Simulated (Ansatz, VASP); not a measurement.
## Two plane-wave programs on GaSb

```
CELL_PARAMETERS angstrom
0.00000 3.05900 3.05900
3.05900 0.00000 3.05900
3.05900 3.05900 0.00000
ATOMIC_POSITIONS crystal
Sb 0.75000 0.75000 0.75000
Ga 0.00000 0.00000 0.00000
```

Alike in both runs: task single point; functional PBE; k mesh 8 × 8 × 8; occupations gaussian, width 0.013 eV; no spin polarisation.

|  | VASP | Ansatz |
| --- | --- | --- |
| version | VASP 6.6.1 | Ansatz 0.2.0 |
| potentials or method | VASP PAW PBE potentials, release 64 (Sb, Ga_d) | Ansatz PAW |
| plane-wave cutoff (eV) | 520 | 420 |
| valence electrons in the cell | 18 | 28 |

VASP gave:

* gap on the k mesh at the Fermi level (eV): 0.04
* least direct gap on the mesh (eV): 0.04
* pressure (GPa): 2.4

Task: Which values does Ansatz return?

Result: gap on the k mesh at the Fermi level (eV): 0.03; least direct gap on the mesh (eV): 0.03; pressure (GPa): 2.3.

The two sets of potentials don't hold the same shells in valence.

Caveats: spin-orbit coupling is left out, which moves the levels of the heavy elements. A k mesh can miss the band edges.
